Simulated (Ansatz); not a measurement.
# Cu: the cost of one run

Program: Ansatz 0.2.0. Level of theory: DFT PBE, scalar-relativistic, plane waves, PAW. These are calculated values, not measurements.

9 further runs of the same task are left out: 1 that didn't finish, 8 set aside as unsound or not needed.

## (1) The system as given

The structure is tetragonal, space group I4/mmm (No. 139). Conventional cell: a = 2.947 Å, b = 2.947 Å, c = 2.764 Å, α = 90.00°, β = 90.00°, γ = 90.00°. Cu (site symmetry 4/mmm) has 10 Cu at 2.50 to 2.76 Å in its first shell of neighbours.

Coordinates:

```xyz
1
Lattice="-1.4733 1.4733 1.3820 1.4733 -1.4733 1.3820 1.4733 1.4733 -1.3820" Properties=species:S:1:pos:R:3 pbc="T T T"
Cu    0.0000    0.0000    0.0000
```

It goes back to an entry of the Materials Project, which need not be the stable form.

This cell was relaxed beforehand with the same method: volume 12.00 Å³/atom, gap on the mesh none (metal).

## (7) The grid

The energy is mapped over two normal modes frozen in (zone-centre modes of the cell shown, which folds in the wave vector (0, 0, 1/2) of the primitive cell).

The axes are (1) amplitude of mode 1 (50i cm⁻¹), largest displacement: 7 values from −0.440 Å; (2) amplitude of mode 5 (157 cm⁻¹), largest displacement: 7 values from −0.161 Å.

Nothing else is relaxed (the cell and all other modes fixed). Energies count from the relaxed high-symmetry cell. Points are written as (first, second).

Displacement patterns for an amplitude of 1 (Å):

```tsv
atom	x1	y1	z1	x2	y2	z2
Cu1	0.707	-0.707	0.000	0.000	0.000	1.000
Cu2	-0.707	0.707	0.000	0.000	0.000	-1.000
```

(The set-up runs are not shown.)

## (8) Grid point (−0.440 Å, −0.161 Å)

Input file input.yaml:

```yaml
crystal:
  lattice:
    - [-1.4732621048, 1.4732621048, 1.3819816208]
    - [1.4732621048, -1.4732621048, 1.3819816208]
    - [2.9465242096, 2.9465242096, 0.0]
  atoms:
    - { symbol: Cu, position: [0.047341496, -0.1638408745, 0.0] }
    - { symbol: Cu, position: [0.452658504, 0.6638408745, 0.5] }
basis:
  ecutwfc: 520.0
kpoints:
  mp_grid: { grid: [20, 20, 12] }
hamiltonian:
  xc: pbe
  pseudopotentials: { kind: paw, azcp: { folder: soft_1 } }
scf:
  occupations: { method: gaussian, width: 0.15 }
output:
  forces: true
  stress: true
  eigenvalues: true
```

On the command line:

```
$ ansatz run input.yaml --threads 2 --pin off --max-ram 4096MiB --backend cpu --events-out ev --progress --plain --runs-dir out
```

Q: Estimate wall time and peak memory on 2 threads of Arm Neoverse N1, shared host.

About 53 s, with a peak of 0.98 GiB.
